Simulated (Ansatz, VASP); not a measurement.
## Two plane-wave programs on RuS

```
Ru S
1.0
     3.36897    0.00000    0.00000
    -1.68448    2.91761    0.00000
     0.00000    0.00000    3.28795
Ru S
1 1
Direct
  0.00000 0.00000 0.00000
  0.66667 0.33333 0.50000
```

The cell comes from a database or a generator and needn't be the stable form of this composition.

Alike in both runs: task single point; functional HSE(alpha, omega); k mesh 5 × 5 × 4; occupations fermi-dirac, width 0.05 eV; no spin polarisation.

|  | VASP | Ansatz |
| --- | --- | --- |
| version | VASP 6.6.1 | Ansatz 0.2.0 |
| potentials or method | VASP PAW PBE potentials, release 64 (Ru_pv, S) | Ansatz PAW |
| plane-wave cutoff (eV) | 520 | 420 |
| valence electrons in the cell | 20 | 22 |

Ansatz gave:

```
gap on the k mesh at the Fermi level (eV)       : none
pressure (GPa)                                  : -21.6
largest component of the traceless stress (GPa) : 2.38
```

Q: Estimate VASP's values.

A: gap on the k mesh at the Fermi level (eV): none; pressure (GPa): -21.8; largest component of the traceless stress (GPa): 2.47.

A gap of «none» marks a metal or a gap that the smearing closes. With one functional, cell and mesh, what is left measures potentials, basis and numerics. The two sets of potentials don't hold the same shells in valence.

Caveats: the k mesh is coarse (spacing up to 0.48 Å⁻¹), so the values aren't converged, least of all with exact exchange; the PAW data sets were made with another functional, which shifts forces and pressure a little (VASP); the PAW data sets come from PBE, with cores solved anew for the run's functional, which leaves a small shift of forces and pressure (Ansatz); the thresholds are loose for stress (Ansatz).
